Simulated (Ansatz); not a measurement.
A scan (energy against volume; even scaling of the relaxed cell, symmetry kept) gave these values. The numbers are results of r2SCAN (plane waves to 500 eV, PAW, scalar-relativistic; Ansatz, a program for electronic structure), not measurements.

* **Bulk modulus at fixed cell shape B₀ (third-order Birch-Murnaghan fit)**: 73.5 GPa
* **Pressure derivative B₀′ (fit)**: 4.8
* **Equilibrium volume of the fit**: 21.21 Å³/atom

Problem. Of these crystals, all scanned alike, which one is it?
A. InCuS₂ (chalcopyrite)
B. CoSn (CoSn type, space group P6/mmm)
C. Tl (hcp, Mg type)
D. MoSi₂ (MoSi2 type, space group I4/mmm)

Solution. A, InCuS₂ (chalcopyrite). The others have, for the bulk modulus at fixed cell shape: MoSi2 219 GPa, Tl 31.9 GPa, CoSn 143 GPa

All were relaxed with their symmetry unable to fall. CoSn is run without spin polarisation. InCuS2 is run without spin polarisation. MoSi2 is run without spin polarisation. Spin-orbit coupling is left out. With the shape held, the modulus is that of even scaling; a crystal free to change shape is softer.

(A scan under strain: stresses follow from slopes of the energy per volume, elastic moduli from its curvatures.)
